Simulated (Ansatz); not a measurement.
**TaC under strain — 181Ta nuclear quadrupole resonance**

Cell: an entry of the Crystallography Open Database (COD), relaxed with PBE at fixed cell and then changed (z stretched by 2 %, ions relaxed).

```
Ta C
1.0
     0.00000    2.24500    2.28990
     2.24500    0.00000    2.28990
     2.24500    2.24500    0.00000
Ta C
1 1
Direct
  0.00000 0.00000 0.00000
  0.50000 0.50000 0.50000
```

Atom numbers follow the list; atoms alike are taken as one site, whose name carries the number of the first.

All values are calculated (Ansatz; DFT, PBE, plane waves and PAW, scalar-relativistic, collinear spin, 420 eV cutoff, Γ-centred 18×18×18 k-points, Fermi–Dirac smearing 0.05 eV), not measured. Start moments as typed (μB): 1 on each Ta, none on the rest.

181Ta: I = 7/2, Q = 3170 mb (year-2017 value). Static lattice, zero field.

Question: Predict the zero-field 181Ta lines of each site.

Answer: For I = 7/2 and η = 0 the lines are |C_Q|/14 times 1, 2 and 3; η shifts the lowest up most.

```csv
site,atoms,V_zz (10²¹ V/m²),C_Q (MHz),η,line frequencies (MHz)
Ta,1,9.15,701,0.00,"50.1, 100.2, 150.3"
```

An axis of threefold or higher order runs through Ta, so V_zz lies along it and η is zero.

The run finds no gap above 0.1 eV (a metal, or nearly one), so the gradients can move by 10 % or more with the k-mesh. Without spin–orbit coupling the gradients at and beside Ta can be off by some per cent, at some sites by more. With these PAW files V_zz is typically within 2 to 3 % of all-electron values, but misses above 10 % occur on Ta. At this changed cell the PBE pressure is -9 GPa. The start moments die out, and the run ends without spin.
